Each row describes the same crystal, diamond, with another approximation for exchange and correlation. The equilibrium volume is where the energy is lowest. The bulk modulus is the resistance to compression there, and its slope tells how fast that resistance grows with pressure.

ABINIT 10.8.3; dispersion none, spin orbit no, k mesh a 13, k mesh b 13, k mesh c 13, occupations fermi-dirac, smearing width 0.05 eV.

```
functional                               potentials  wave cutoff  equilibrium volume (Å³/atom)  equilibrium volume change (% of the given cell)  bulk modulus (GPa)  bulk modulus slope
       LDA                         JTH-PAW-LDA-v2.0   707.496 eV                         5.498                                           -3.070               468.6               3.680
       PBE                         JTH-PAW-PBE-v2.0   707.496 eV                         5.688                                            0.280               437.5               3.720
    revPBE     PseudoDojo-NC-SR-PBE-v0.4.1-standard   1115.67 eV                         5.719                                            0.840               427.1               3.710
      RPBE                         JTH-PAW-PBE-v2.0   544.228 eV                         5.771                                            1.750               421.6               4.080
      AM05  PseudoDojo-NC-SR-PBEsol-v0.4.1-standard   1115.67 eV                         5.613                                           -1.030               450.5               3.690
      BP86                         JTH-PAW-PBE-v2.0   544.228 eV                         5.727                                            0.970               427.9               4.120
    LDA-PZ     PseudoDojo-NC-SR-LDA-v0.4.1-standard   1115.67 eV                         5.544                                           -2.250               463.3               3.610
 LDA-Teter     PseudoDojo-NC-SR-LDA-v0.4.1-standard   1115.67 eV                         5.536                                           -2.400               464.5               3.660
      OLYP     PseudoDojo-NC-SR-PBE-v0.4.1-standard   1115.67 eV                         5.542                                           -2.290               453.0               3.730
      PW91                         JTH-PAW-PBE-v2.0   544.228 eV                         5.683                                            0.200               436.6               4.060
        WC                         JTH-PAW-PBE-v2.0   544.228 eV                         5.608                                           -1.120               452.0               3.780
  rPW86PBE                         JTH-PAW-PBE-v2.0   544.228 eV                         5.780                                            1.910               416.6               4.160
```

**LDA and PBE: which crystal is larger, and why?**

PBE gives the larger crystal, by 3.5% in volume. LDA treats the electrons at each point as if their density were uniform. PBE also uses the density gradient and, on balance, lowers the energy where the density is uneven. Stretching the bonds thins the density between the atoms and makes it more uneven, so theory expects the gradient terms to push the crystal outward. The pressures show such a push: held at the given volume, the PBE crystal presses outward by 15 GPa more than the LDA one.

**The same two rows: why is the larger crystal softer?**

Longer bonds resist compression less. If $B$ is the bulk modulus, $V$ the volume and $B'$ the slope, then a small change of volume alters the modulus by $\mathrm{d}\ln B=-B'\,\mathrm{d}\ln V$. The pressures of these two rows give a slope of about 3.7. Volume alone should therefore scale the modulus by $(5.498/5.688)^{3.7}\approx0.88$, a fall of 12%.

The table shows a fall of only 6.6%. The reason appears when both crystals are held at the given volume, where PBE is the stiffer one by 5%. Its outward push fades as the crystal expands, and a push that grows again on compression adds resistance. Together the two effects give $0.88\times1.05\approx0.92$, close to the tabulated ratio of 0.93. This splits the change into two parts; it is no independent test, since everything comes from the same two sets of runs.

**revPBE to BP86: what does another gradient correction change?**

It changes the strength of the push. AM05 is built to describe solids and surfaces with gentler gradient effects, and its volume lies between those of LDA and PBE. RPBE rewards strong gradients more and gives a larger crystal than PBE. The cleanest comparison is with WC, further down, which also has a gentler correction and shares potentials and cutoff with RPBE. RPBE exceeds it by 0.163 Å³ per atom, a difference that belongs to the functional.

**LDA-PZ and LDA-Teter: how much comes from the potentials?**

These are nearly equivalent forms of LDA, and with the same potentials they differ by only 0.008 Å³ per atom. The first row, with other potentials and another cutoff, lies 0.038 Å³ below LDA-Teter. Most of that step must come from the settings. The gap of 0.052 Å³ between revPBE and RPBE also crosses potential sets and is of similar size, so it can't safely be credited to the functionals. The third decimal of a volume has meaning at best between rows with the same settings, and in the rows with PAW potentials made for PBE, small irregularities in the energies can blur even that.

**OLYP: does every gradient correction enlarge diamond?**

Not in these runs. OLYP has a volume like that of LDA, although revPBE, with the same potentials and cutoff, gives a much larger one. A difference in settings thus doesn't explain the gap to revPBE. The modulus of OLYP is odd too, about 10 GPa below that of LDA-PZ at almost the same volume. Theory offers a possible reason: where the density is even, revPBE returns to LDA but OLYP doesn't, so OLYP isn't simply LDA with gradient terms added. How much this matters here stays open, since potentials made for PBE may also suit OLYP less well. In these runs, at least, the class of a functional alone doesn't tell the size of the crystal.

**PW91 to rPW86PBE: are slopes above 4 real?**

Probably not. They occur only at the lowest cutoff, in four of its five rows; WC is the exception. Slopes worked out from the pressures instead lie between 3.6 and 3.8 for every functional. The high values therefore look like small irregularities in the energies, which a slope magnifies. The modulus itself is sturdier: the two routes agree within about 4 GPa, or 1%, although the pressures carry a small error from the fixed basis.

**The whole volume column: is the functional nearest the given cell the best?**

PW91 and PBE come nearest, within 0.3% of a cell that is close to that of real diamond. But real atoms vibrate even at absolute zero, and this motion, absent here, is expected to expand diamond by an amount that counts beside the gaps between these rows. A sound calculation without it should end up somewhat below the measured volume, which is where WC and AM05 lie. ABINIT also warns of overlapping PAW spheres in the PW91 and WC runs; the other rows with the same potentials share these spheres. Since a change of potentials and cutoff, with a nearly equivalent form of LDA, moved the volume by 0.7%, the table can't name a winner.

The same functionals applied to silicon would again give a smaller crystal with LDA than with PBE, because the gradient terms act on its stretched bonds in the same way. Silicon's heavier atoms and softer bonds give it less vibrational energy at absolute zero, so a comparison with the measured cell is expected to need a smaller correction, counted in percent of the volume. The pressures and the comparisons used here are in the printed output below.

Numerical output:

```
Readings from the pressures and bond lengths:
        row  bond length (A)  pressure at given volume (GPa)  modulus at given volume (GPa)  modulus at own minimum (GPa)  slope from pressures
        LDA            1.529                          -14.15                          417.2                         470.4                 3.762
        PBE            1.546                           1.264                          438.1                         433.5                 3.631
     revPBE            1.549                           3.411                            441                         428.6                 3.648
       RPBE            1.553                           7.184                          448.1                         422.1                  3.62
       AM05            1.539                          -4.773                          434.2                         451.8                 3.696
       BP86            1.549                           4.022                          442.7                         428.1                 3.639
     LDA-PZ            1.533                           -10.4                          426.6                         465.2                 3.717
  LDA-Teter            1.532                             -11                          425.1                         466.1                 3.726
       OLYP            1.533                          -10.26                          415.6                         454.5                 3.792
       PW91            1.545                          0.6969                          438.1                         435.6                 3.666
         WC            1.539                          -5.222                          432.4                         451.7                 3.693
   rPW86PBE            1.554                           8.752                            449                         417.3                 3.616
Largest less smallest equilibrium volume (A3/atom): 0.282
The same in percent of the smallest: 5.129
Volume PBE less LDA (A3/atom): 0.19
The same in percent of LDA: 3.456
Pressure at the given volume PBE less LDA (GPa): 15.41
Volume LDA-Teter less LDA with other potentials (A3/atom): 0.038
The same in percent of LDA volume: 0.6912
Volume LDA-PZ less LDA-Teter with same potentials (A3/atom): 0.008
Volume RPBE less WC with same potentials (A3/atom): 0.163
Volume RPBE less revPBE with other potentials (A3/atom): 0.052
Volume OLYP less revPBE with same potentials (A3/atom): -0.177
Bulk modulus OLYP less LDA-PZ (GPa): -10.3
Bulk modulus change LDA to PBE (percent): -6.637
Change expected from the volume alone (percent): -11.8
Change of modulus at the given volume LDA to PBE (percent): 5.001
Rank correlation of volume and tabulated bulk modulus: -0.979
Rank correlation of volume and modulus at the given volume: 0.972
Mean tabulated slope at 544 eV cutoff: 4.04
Mean tabulated slope at higher cutoffs: 3.686
Lowest slope from pressures: 3.616
Highest slope from pressures: 3.792
Largest gap between tabulated modulus and that from pressures (GPa): 4.014
```
